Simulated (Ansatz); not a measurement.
Crystal: Al2O3.

```
CELL_PARAMETERS angstrom
4.61378 0.00000 0.00000
0.00000 9.56328 0.00000
0.00000 0.00000 3.11986
ATOMIC_POSITIONS crystal
Al 0.98298 0.82457 0.00000
Al 0.01702 0.17543 0.00000
Al 0.48297 0.67543 0.50000
Al 0.51702 0.32457 0.50000
O 0.50000 0.50000 0.50000
O 0.12363 0.75305 0.50000
O 0.37637 0.25305 0.00000
O 0.62364 0.74695 0.00000
O 0.00000 0.00000 0.00000
O 0.87636 0.24695 0.50000
```

Measurements of this composition are mostly on another form, of space group No. 167.

Base run:

- Program: Ansatz 0.2.0
- Functional: LDA
- Potentials or basis: Ansatz PAW
- Cutoff: 420 eV (not typed: the program's choice for these potentials)
- k mesh: 6 × 3 × 9
- Occupations: fermi-dirac, width 0.05 eV
- Spin: no spin polarisation

Its results: band gap on the k mesh 3.36 eV, direct; pressure -6.5 GPa; largest force 0.203 eV/Å.

**Question.** After a change of settings the same cell gave: band gap on the k mesh 3.43 eV, direct; pressure -2.6 GPa; largest force 0.173 eV/Å. Which change was it?
A. functional from LDA to PBEsol
B. functional from LDA to RPBE
C. functional from LDA to r2SCAN; cutoff from 420 eV (not typed: the program's choice for these potentials) to 500 eV (not typed: the program's choice for these potentials)

**Answer.** A.

PBEsol binds less tightly than LDA, so the same cell stands under more pressure.

Caveats: the PAW data sets come from PBE, with cores solved anew for the run's functional, which leaves a small shift of forces and pressure.
